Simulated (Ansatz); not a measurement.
## Eigenvalues along a path: Hf (beta tin type)

```
Hf
1.0
    -2.26776    2.26776    1.24659
     2.26776   -2.26776    1.24659
     2.26776    2.26776   -1.24659
Hf
2
Direct
  0.62500 0.87500 0.75000
  0.37500 0.12500 0.25000
```

The cell comes from a relaxation on PAW files under the same functional, begun from a prototype that needn't be the stable phase.

Computed with Ansatz 0.2.0; functional PBE, scalar-relativistic. Settings: a Γ-centred 14×14×14 k mesh, Fermi–Dirac smearing of 0.05 eV, no spin polarisation. Methods: LAPW: all electrons, basis error target 1 meV/atom.

This run: volume at 0.55 of the series' base cell.

Spin–orbit coupling is left out, which matters for the heavy atoms.

Path points, in fractions of the reciprocal vectors: Γ (0.000, 0.000, 0.000), X (0.000, 0.000, 0.500), M (-0.500, 0.500, 0.500), Z (0.326, 0.326, -0.326), Z0 (-0.326, 0.674, 0.326), P (0.250, 0.250, 0.250). The distance column jumps between branches of the path. Levels in eV from the Fermi level; bands 27 to 51, counted from the lowest band of the run. The gap is zero, the pressure 158.8 GPa.

```
# k(1/Å) point b27 b28 b29 b30 b31 b32 b33 b34 b35 b36 b37 b38 b39 b40 b41 b42 b43 b44 b45 b46 b47 b48 b49 b50 b51
0.000 Γ -10.85 -10.85 -10.81 -10.81 -10.74 -10.74 -10.74 -10.72 -10.72 -10.70 -10.65 -10.63 -10.55 -10.49 -7.73 -6.93 -2.67 -1.92 -0.53 5.08 5.08 5.62 5.62 12.71 12.76
0.245 - -10.88 -10.86 -10.84 -10.82 -10.77 -10.76 -10.76 -10.74 -10.68 -10.65 -10.63 -10.63 -10.53 -10.48 -7.24 -6.48 -2.33 -2.14 -0.77 5.34 5.57 6.00 6.11 10.56 11.60
0.490 - -10.93 -10.90 -10.87 -10.84 -10.80 -10.80 -10.78 -10.77 -10.62 -10.61 -10.60 -10.58 -10.49 -10.46 -5.97 -5.25 -2.54 -1.35 -1.18 6.02 6.76 6.86 7.00 7.67 9.33
0.735 - -10.96 -10.96 -10.87 -10.86 -10.83 -10.81 -10.81 -10.80 -10.60 -10.60 -10.54 -10.53 -10.46 -10.45 -4.59 -3.95 -2.46 -1.19 0.22 4.71 5.41 6.28 7.29 8.09 8.36
0.980 X -10.97 -10.97 -10.87 -10.87 -10.83 -10.83 -10.81 -10.81 -10.60 -10.60 -10.51 -10.51 -10.44 -10.44 -3.89 -3.89 -1.30 -1.30 2.28 2.28 4.49 4.49 8.20 8.20 9.19
1.224 - -10.98 -10.98 -10.88 -10.88 -10.86 -10.86 -10.74 -10.74 -10.60 -10.60 -10.52 -10.52 -10.46 -10.46 -3.82 -3.82 -1.06 -1.06 1.66 1.66 5.37 5.37 8.00 8.00 8.87
1.469 - -11.02 -11.02 -10.88 -10.88 -10.83 -10.83 -10.69 -10.69 -10.62 -10.62 -10.54 -10.54 -10.49 -10.49 -3.73 -3.73 -0.48 -0.48 1.14 1.14 6.61 6.61 7.41 7.41 8.16
1.714 - -11.05 -11.05 -10.84 -10.84 -10.79 -10.79 -10.68 -10.68 -10.66 -10.66 -10.54 -10.54 -10.52 -10.52 -3.76 -3.76 -0.12 -0.12 1.80 1.80 5.93 5.93 7.53 7.53 7.69
1.959 M -11.07 -11.07 -10.82 -10.82 -10.77 -10.77 -10.70 -10.70 -10.68 -10.68 -10.55 -10.55 -10.52 -10.52 -3.81 -3.81 -0.07 -0.07 2.79 2.79 4.79 4.79 7.31 7.31 7.93
2.305 - -11.04 -11.04 -10.88 -10.83 -10.83 -10.78 -10.68 -10.66 -10.66 -10.66 -10.55 -10.54 -10.51 -10.50 -4.33 -3.22 -0.45 -0.24 0.52 2.73 5.50 6.66 7.13 7.39 8.21
2.652 - -10.97 -10.96 -10.91 -10.86 -10.84 -10.80 -10.70 -10.68 -10.66 -10.64 -10.58 -10.58 -10.47 -10.46 -5.42 -3.63 -2.75 -0.98 0.39 3.62 6.15 6.21 8.02 8.03 8.28
2.998 - -10.90 -10.86 -10.85 -10.82 -10.81 -10.81 -10.73 -10.72 -10.68 -10.64 -10.63 -10.62 -10.51 -10.47 -6.86 -6.03 -2.29 -1.94 -0.89 5.38 5.81 6.17 6.95 8.63 10.87
3.344 Γ -10.85 -10.85 -10.81 -10.81 -10.74 -10.74 -10.74 -10.72 -10.72 -10.70 -10.65 -10.63 -10.55 -10.49 -7.73 -6.93 -2.67 -1.92 -0.53 5.08 5.08 5.62 5.62 12.71 12.76
3.755 - -10.84 -10.84 -10.79 -10.79 -10.74 -10.74 -10.73 -10.73 -10.70 -10.68 -10.68 -10.66 -10.64 -10.59 -6.45 -6.30 -2.30 0.43 0.48 0.48 1.11 7.73 7.73 12.42 14.15
4.165 - -10.85 -10.85 -10.81 -10.81 -10.76 -10.75 -10.74 -10.74 -10.74 -10.68 -10.64 -10.64 -10.61 -10.61 -4.56 -3.87 -2.90 -2.90 -1.29 4.81 5.48 5.48 5.73 11.42 12.72
4.575 - -10.93 -10.93 -10.85 -10.85 -10.83 -10.82 -10.74 -10.68 -10.63 -10.63 -10.59 -10.59 -10.55 -10.55 -4.16 -4.16 -1.97 -1.13 -0.42 4.12 4.12 4.74 9.71 10.05 15.95
4.985 Z -11.00 -11.00 -10.83 -10.81 -10.80 -10.76 -10.72 -10.68 -10.67 -10.67 -10.61 -10.61 -10.54 -10.54 -3.13 -3.13 -0.61 0.65 0.98 2.17 4.58 4.58 7.65 7.77 12.54
6.566 Z0 -11.00 -11.00 -10.83 -10.81 -10.80 -10.76 -10.72 -10.68 -10.67 -10.67 -10.61 -10.61 -10.54 -10.54 -3.13 -3.13 -0.61 0.65 0.98 2.17 4.58 4.58 7.65 7.77 12.54
6.786 - -11.03 -11.03 -10.80 -10.78 -10.76 -10.73 -10.73 -10.71 -10.68 -10.67 -10.65 -10.65 -10.53 -10.53 -1.76 -1.76 -1.22 0.16 0.94 2.37 3.98 5.46 5.46 6.84 11.49
7.006 - -11.05 -11.05 -10.78 -10.78 -10.76 -10.74 -10.71 -10.71 -10.70 -10.69 -10.66 -10.60 -10.53 -10.53 -2.23 -1.60 -0.02 -0.02 0.41 1.48 3.45 6.04 6.49 6.49 9.97
7.226 - -11.06 -11.06 -10.81 -10.81 -10.75 -10.75 -10.73 -10.70 -10.70 -10.66 -10.62 -10.55 -10.52 -10.52 -3.36 -3.14 0.03 0.29 1.80 1.80 4.20 5.37 7.32 7.32 8.47
7.445 M -11.07 -11.07 -10.82 -10.82 -10.77 -10.77 -10.70 -10.70 -10.68 -10.68 -10.55 -10.55 -10.52 -10.52 -3.81 -3.81 -0.07 -0.07 2.79 2.79 4.79 4.79 7.31 7.31 7.93
8.425 X -10.97 -10.97 -10.87 -10.87 -10.83 -10.83 -10.81 -10.81 -10.60 -10.60 -10.51 -10.51 -10.44 -10.44 -3.89 -3.89 -1.30 -1.30 2.28 2.28 4.49 4.49 8.20 8.20 9.19
8.740 - -10.97 -10.97 -10.86 -10.86 -10.83 -10.83 -10.80 -10.80 -10.60 -10.60 -10.51 -10.51 -10.49 -10.49 -3.27 -3.27 -1.11 -1.11 1.89 1.89 3.80 3.80 8.63 8.63 9.10
9.055 - -10.96 -10.96 -10.85 -10.85 -10.83 -10.83 -10.77 -10.77 -10.61 -10.61 -10.55 -10.55 -10.51 -10.51 -3.25 -3.25 -1.45 -1.45 2.66 2.66 3.87 3.87 9.31 9.31 9.52
9.370 - -10.97 -10.97 -10.87 -10.87 -10.80 -10.80 -10.75 -10.75 -10.60 -10.60 -10.54 -10.54 -10.50 -10.50 -3.95 -3.95 -2.76 -2.76 3.14 3.14 6.86 6.86 9.83 9.83 11.24
9.685 P -10.97 -10.97 -10.88 -10.88 -10.78 -10.78 -10.77 -10.77 -10.59 -10.59 -10.53 -10.53 -10.50 -10.50 -4.30 -4.30 -3.33 -3.33 3.37 3.37 8.00 8.00 9.89 9.89 14.26
```
